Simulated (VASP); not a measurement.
A run of VASP 6.6.1 is set up as follows.

INCAR

```
SYSTEM = AgBr
ALGO     = Normal         ! electronic algorithm
EDIFF    = 1E-6           ! SCF threshold, eV
ENCUT    = 520            ! plane-wave cutoff, eV
GGA      = PE             ! functional
ISIF     = 2              ! what is computed and relaxed
ISMEAR   = 0              ! smearing method
LASPH    = .TRUE.         ! aspherical terms in the spheres
LCHARG   = .FALSE.        ! write CHGCAR
LREAL    = .FALSE.        ! projectors in reciprocal space
LWAVE    = .FALSE.        ! write WAVECAR
NBANDS   = 16             ! bands
NELM     = 100            ! most SCF steps
PREC     = Accurate       ! precision mode
SIGMA    = 0.01           ! smearing width, eV
```

File KPOINTS:

```
k-points
0
G
  6 6 6
  0 0 0
```

Contents of POSCAR:

```
AgBr
1.0
    0.0000000000      2.8927333105      2.8927333105
    2.8927333105      0.0000000000      2.8927333105
    2.8927333105      2.8927333105      0.0000000000
Ag Br
1 1
Direct
    0.0000000000      0.0000000000      0.0000000000
    0.5000000000      0.5000000000      0.5000000000
```

Potentials or basis: VASP PAW PBE potentials, release 64 (Ag, Br).

The run is started by

```console
$ cat potpaw_PBE.64/Ag/POTCAR potpaw_PBE.64/Br/POTCAR > POTCAR
$ mpirun -np 1 vasp_std > vasp.out
```

Problem. Estimate the pressure.

Solution. 1.2 GPa.

Problem. What does it give for the band gap on the k mesh?

Solution. 0.68 eV, indirect (least direct gap 2.53 eV).

A k mesh can miss the band edges. Expect the measured gap to be larger: semilocal functionals such as PBE lack the derivative discontinuity.
